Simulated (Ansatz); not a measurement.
Strain response of Sc

Computed with DFT PBE, scalar-relativistic, plane waves, PAW in Ansatz 0.2.0. Settings: 420 eV cutoff, 14×14×10 k-mesh, Gaussian smearing of 0.10 eV, no spin polarisation.

Reference structure (relaxed):

```yaml
crystal:
  lattice:
    - [3.26760, 0.00000, 0.00000]
    - [0.00000, 3.26760, 0.00000]
    - [0.00000, 0.00000, 4.61711]
  atoms:
    - { symbol: Sc, position: [0.00000, 0.00000, 0.00000] }
    - { symbol: Sc, position: [0.50000, 0.50000, 0.50000] }
```

Deformation: all cell vectors scaled alike, the atoms relaxed, all within the symmetry that the strain leaves. Energies are extrapolated to zero smearing.

| strain (%) | ΔE (meV/atom) | a (Å) | b (Å) | c (Å) |
| --- | --- | --- | --- | --- |
| -3.0 | 33.4 | 3.170 | 3.170 | 4.479 |
| -2.0 | 14.4 | 3.202 | 3.202 | 4.525 |
| -1.0 | 3.4 | 3.235 | 3.235 | 4.571 |
| +0.0 | 0.0 | 3.268 | 3.268 | 4.617 |
| +1.0 | 3.7 | 3.300 | 3.300 | 4.663 |
| +2.0 | 14.1 | 3.333 | 3.333 | 4.709 |
| +3.0 | 30.6 | 3.366 | 3.366 | 4.756 |

(1) What stiffness (1/V) d²E/dε² at zero strain does a cubic fit over all points give?

## Answers

(1) A cubic fit gives (1/V) d²E/dε² = 462 GPa at zero strain (nine times the bulk modulus at fixed shape).

This fcc form isn't the element's structure at ambient conditions.